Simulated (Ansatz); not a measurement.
## NaH: a phonon run with k mesh 1×1×1

Theory: DFT PBE, scalar-relativistic, plane waves, PAW (Ansatz).

Launched with:
```bash
ansatz run input.yaml --threads 1 --pin off --max-ram 1228MiB --backend cpu --events-out ev --progress --plain --runs-dir out
```

Input (bare energies are in eV):
```yaml
crystal:
  lattice:
    - [2.9688, 0.0, 0.0]
    - [0.0, 2.9688, 0.0]
    - [0.0, 0.0, 2.9688]
  atoms:
    - { symbol: Na, position: [0.0, 0.0, 0.0] }
    - { symbol: H, position: [0.5, 0.5, 0.5] }
basis:
  ecutwfc: 420
kpoints:
  mp_grid: { grid: [1, 1, 1] }
hamiltonian:
  xc: pbe
scf:
  occupations: { method: fixed }
  max_iter: 80
output:
  eigenvalues: true
phonons:
  method: dfpt
  dielectric: true
  rigid_motions: translations
```

From the output:
```
--- Phonons (Γ-DFPT): 2 representative perturbations + reference, on 1 of 1 k-point (Σ response iterations 10) ---
  k mesh reduced under 8 symmetry operations, with k and −k counted as one. Each operation leaves every solved perturbation unchanged. A smaller set is not considered because the run solves the response ...
  ASR residual: 3.055e-4 → 0.000e0 eV/Å²; symmetrization residual: 1.174e-6 eV/Å²
  ASR residual per site (eV/Å²): 3.05e-4 1.74e-4
  Γ frequencies (cm⁻¹): 0.00 0.00 0.00 573.41 573.41 573.41
  ε∞ (high-frequency dielectric tensor):
        3.336930     0.000000     0.000000
        0.000000     3.336930     0.000000
        0.000000     0.000000     3.336930
  ε⁰ (static dielectric tensor: ions relaxed, cell fixed):
        9.455234     0.000000    -0.000000
        0.000000     9.455234     0.000000
       -0.000000     0.000000     9.455234
  ε⁰ − ε∞ (ionic part):
        6.118305    -0.000000    -0.000000
       -0.000000     6.118305     0.000000
       -0.000000     0.000000     6.118305
  softest optical mode at Γ: 573.41 cm⁻¹; the repairs (sum rule, projections) moved no ω² at Γ by more than (6.98 cm⁻¹)²
  Born effective charges Z* (e; rows j = field, columns β = displacement):
    site 0:
         1.01637   -0.00000    0.00000
        -0.00000    1.01637    0.00000
        -0.00000    0.00000    1.01637
    site 1:
        -1.01637    0.00000   -0.00000
         0.00000   -1.01637    0.00000
         0.00000    0.00000   -1.01637
  Z* charge neutrality: 4.648e-3 e pre-enforcement
  solved inside a basis spanned on kpoints, on 8×8×8 k-points, its susceptibility summed on 10×10×10: ε∞ is read to err by 4.1e-2, Z* by 4.9e-2 e (field_mesh: kpoints solves on kpoints); Z* is corrected for ...
  optical modes at Γ without the LO–TO term, one row a degenerate level:
      ω (cm⁻¹) modes IR ((D/Å)²/amu)
        573.41      3            74.0396
  optical modes at Γ + LO–TO along q̂ = [1.0000, 0.0000, 0.0000]:
      ω (cm⁻¹) modes IR ((D/Å)²/amu)
        573.41      2            49.3597
        965.22      1            24.6799
  optical modes at Γ + LO–TO along q̂ = [0.0000, 1.0000, 0.0000]:
      ω (cm⁻¹) modes IR ((D/Å)²/amu)
        573.41      2            49.3597
        965.22      1            24.6799
  optical modes at Γ + LO–TO along q̂ = [0.0000, 0.0000, 1.0000]:
      ω (cm⁻¹) modes IR ((D/Å)²/amu)
        573.41      2            49.3597
        965.22      1            24.6799
```

Beside the reference run (Plane waves to 420 eV; Γ-centred k mesh 10×10×10; fixed occupations. No spin polarisation. Phonons by linear response, acoustic sum rule imposed.), the optical modes at Γ (cm⁻¹, by rank, those that always equal the one before left out, no LO field; i marks imaginary), ε∞ and the mean Born charge of atom 1:
```
      setting mode 1    ε∞  Z* of atom 1
reference run     324  3.36          1.02
 k mesh 1×1×1     573  3.34          1.02
```

The cell is the ideal cubic caesium chloride prototype; this isn't the usual structure of the compound.